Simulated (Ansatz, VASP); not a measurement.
This is a calculation of Si for VASP 6.6.1. 

Contents of INCAR:

```
PREC = Accurate
ENCUT = 600
EDIFF = 1E-7
ISMEAR = -1
SIGMA = 0.05
LREAL = F
LASPH = T
NELM = 80
ALGO = Normal
ISIF = 3
LWAVE = F
LCHARG = F
GGA = PS
IVDW = 12
IBRION = 2
NSW = 60
EDIFFG = -0.01
```

The input KPOINTS:

```
regular mesh
0
Gamma
  8 8 8
```

The input POSCAR:

```
Si
1.0
    0.0000000000      2.7218511865      2.7218511865
    2.7218511865      0.0000000000      2.7218511865
    2.7218511865      2.7218511865      0.0000000000
Si
2
Direct
    0.5000000000      0.5000000000      0.5000000000
    0.7500000000      0.7500000000      0.7500000000
```

Potentials or basis: VASP PAW PBE potentials, release 64 (Si).

Command:

```bash
$ cat potpaw_PBE.64/Si/POTCAR > POTCAR
$ mpirun -np 1 vasp_std > vasp.out
```

Q: What does the same run look like in Ansatz 0.2.0? Potentials or basis there: Ansatz PAW, cutoff 420 eV.

A: As run (cutoffs and basis follow the program's own potentials, and thresholds, step limits or extra output files can differ):

Contents of input.yaml:

```yaml
crystal:
  lattice:
    - [0.0, 2.7218511865, 2.7218511865]
    - [2.7218511865, 0.0, 2.7218511865]
    - [2.7218511865, 2.7218511865, 0.0]
  atoms:
    - { symbol: Si, position: [0.5, 0.5, 0.5] }
    - { symbol: Si, position: [0.75, 0.75, 0.75] }
hamiltonian:
  xc: pbesol
  pseudopotentials: { kind: paw }
  dispersion: d3bj
kpoints:
  mp_grid: { grid: [8, 8, 8] }
scf:
  occupations: { method: fermi_dirac, width: 0.05 }
output:
  forces: true
  stress: true
relax:
  f_tol: 0.01
  max_steps: 40
  cell: { stress_tol: 0.05 }
```

Potentials or basis: Ansatz PAW.

Launch:

```sh
$ ansatz run input.yaml --threads 2 --pin off --max-ram 5632MiB --backend cpu --events-out ev --progress --plain --runs-dir out
```

Both were run:

|  | VASP | Ansatz |
| --- | --- | --- |
| Relaxed volume | 19.66 Å³/atom | 19.63 Å³/atom |
| Relaxed cell | a = 3.817 Å, b = 3.817 Å, c = 3.817 Å, α = 60.00°, β = 60.00°, γ = 60.00° | a = 3.815 Å, b = 3.815 Å, c = 3.815 Å, α = 60.00°, β = 60.00°, γ = 60.00° |
| Space group after relaxing | Fd-3m (No. 227) | Fd-3m (No. 227) |
| Pressure after relaxing | 0.0 GPa | 0.0 GPa |

Ansatz's pressure holds a Pulay term of +0.03 GPa for its cutoff of 420 eV, which the other run lacks.

VASP's potentials were made for PBE. Ansatz's potentials were made for PBE.

Where Ansatz's input types no cutoff or centring, it takes its own default and a Γ-centred mesh.

Pressure is positive in compression.
